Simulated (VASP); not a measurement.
Runs of VASP 6.6.1 on AlN. Symmetry: F-43m, No. 216, cubic system. The conventional cell has a = 4.377 Å, b = 4.377 Å, c = 4.377 Å, α = 90.00°, β = 90.00°, γ = 90.00°. Al (site symmetry -43m) is surrounded by 4 N at 1.90 Å. Around N (site symmetry -43m) lie 4 Al at 1.90 Å. Measurements of this composition are mostly on another form, of space group No. 186.

```csv
task,level,potentials or basis,cell,cutoff (eV),gap on the mesh (eV),pressure (GPa)
band structure,TB-mBJ,"VASP PAW PBE potentials, release 64 (Al, N)","F-43m, 10.48 Å³/atom",520,4.81,-
band structure,r2SCAN,"VASP PAW PBE potentials, release 64 (Al, N)","F-43m, 10.48 Å³/atom",520,(a),-0.9
band structure,LDA,"VASP PAW LDA potentials, release 64 (Al, N)","F-43m, 10.48 Å³/atom",520,(b),-4.2
relaxation of cell and atoms,PBEsol,"VASP PAW PBE potentials, release 64 (Al, N)",relaxed,600,3.18,0.0
```

Alike in all rows: no spin polarisation; k mesh 10 × 10 × 10; smearing gaussian 0.03 eV.

Fill in the values left out.

(a) 3.94; (b) 3.22.

Caveats: the PAW data sets were made with another functional, which shifts forces and pressure a little (some runs).

A k mesh can miss the band edges.

Runs at the PBE level aren't shown here.
